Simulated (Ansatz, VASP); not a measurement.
Two plane-wave programs on Rh

Contents of INCAR:

```
SYSTEM = Rh
PREC = Accurate ; ENCUT = 520
EDIFF = 1E-6 ; ISMEAR = -1
SIGMA = 0.05 ; LREAL = .FALSE.
LASPH = .TRUE. ; NELM = 80
ALGO = Normal ; ISIF = 2
LWAVE = .FALSE. ; LCHARG = .FALSE.
GGA = PE ; NBANDS = 14
```

Contents of KPOINTS:

```
Automatic mesh
0
G
  10 10 10
  0 0 0
```

File POSCAR:

```
Rh
1.0
    0.0000000000      1.8978500000      1.8788715000
    1.8978500000      0.0000000000      1.8788715000
    1.8978500000      1.8978500000      0.0000000000
Rh
1
Direct
    0.0000000000      0.0000000000      0.0000000000
```

File input.yaml:

```yaml
crystal:
  lattice:
    - [0.0, 1.89785, 1.8788715]
    - [1.89785, 0.0, 1.8788715]
    - [1.89785, 1.89785, 0.0]
  atoms:
    - { symbol: Rh, position: [0.0, 0.0, 0.0] }
hamiltonian:
  xc: pbe
  pseudopotentials: { kind: paw }
kpoints:
  mp_grid: { grid: [10, 10, 10] }
  band_path:
    path:
      - [[0.0, 0.0, 0.0], [0.0, 0.5, 0.5], [0.2550760127, 0.5, 0.7550760127], [0.3775380063, 0.3775380063, 0.7550760127], [0.0, 0.0, 0.0], [-0.5, -0.5, 0.0], [-0.3775380063, -0.3775380063, 0.2449239873], [0.0, 0.0, 0.5], [-0.25, 0.25, 0.5], [-0.5, -0.2550760127, 0.2449239873], [-0.5, -0.5, 0.0]]
      - [[0.0, 0.5, 0.5], [-0.25, 0.25, 0.5]]
    npoints: 14
scf:
  occupations: { method: fermi_dirac, width: 0.05 }
  n_extra_bands: 6
output:
  forces: true
  stress: true
  eigenvalues: true
  fatbands: false
  write_density: true
  write_potential: true
  elf: true
  volumetric_format: npy
```

Alike in both runs: functional PBE; k mesh 10 × 10 × 10; occupations fermi-dirac, width 0.05 eV; no spin polarisation.

|  | VASP | Ansatz |
| --- | --- | --- |
| version | VASP 6.6.1 | Ansatz 0.2.0 |
| potentials or method | VASP PAW PBE potentials, release 64 (Rh_pv) | Ansatz PAW |
| plane-wave cutoff (eV) | 520 | 420 |
| valence electrons in the cell | 15 | 17 |
| task | single point | band structure |

|  | VASP | Ansatz | Ansatz less VASP |
| --- | --- | --- | --- |
| gap on the k mesh at the Fermi level (eV) | none | none | - |
| pressure (GPa) | 10.7 | 10.5 | -0.18 |
| largest component of the traceless stress (GPa) | 1.63 | 1.64 | +0.008 |

A gap of «none» marks a metal or a gap that the smearing closes. The functional is the same, so the differences come from potentials, cutoffs and numerics. The two sets of potentials don't hold the same shells in valence.
